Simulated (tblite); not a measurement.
# C3H6F3OSc: the cost of one run

Programs: tblite 0.8.0 and PySCF 2.14.0. All values are calculated, for the isolated system unless a continuum is named. Atoms count from 0, parts from 1.

### Step 1. Starting point

14 atoms, charge 0, multiplicity 1; geometry: rigid parts in contact. Parts: 1 = atoms 0–3, `[F][Sc]([F])[F]`, charge 0; 2 = atoms 4–13, `CC(C)=O`, charge 0.

### Step 2. Search for minima with GFN2-xTB

What the job is given:

```
{"job": {"kind": "dock", "xc": "GFN2-xTB", "basis": "xTB"}, "charge": 0, "multiplicity": 1, "parts": [{"atoms": "0-3", "charge": 0, "multiplicity": 1}, {"atoms": "4-13", "charge": 0, "multiplicity": 1}]}
F      0.261246    -1.296632     1.155628
Sc     0.000166    -0.000066    -0.000045
F     -1.197955     1.241258     0.329148
F      0.936543     0.055440    -1.484731
C     -1.429506    -1.819914    -2.586335
C     -1.702200    -0.340593    -2.467374
C     -2.967903    -0.000806    -1.719208
O     -0.971921     0.496970    -2.929568
H     -2.152928    -2.260566    -3.270067
H     -1.539233    -2.305500    -1.620080
H     -0.429564    -1.989337    -2.976143
H     -3.800785    -0.590097    -2.094274
H     -3.190193     1.058545    -1.814404
H     -2.832317    -0.239833    -0.665783
```

Level: GFN2-xTB search for minima from random contacts, gas phase.

The run is started by

```sh
$ OMP_NUM_THREADS=1 python cluster_run.py task.json out
```

This one command runs all jobs of the session in turn.

**Question.** How long does this first job take on 1 thread of Arm Neoverse N1, shared host?

About 7.4 s.
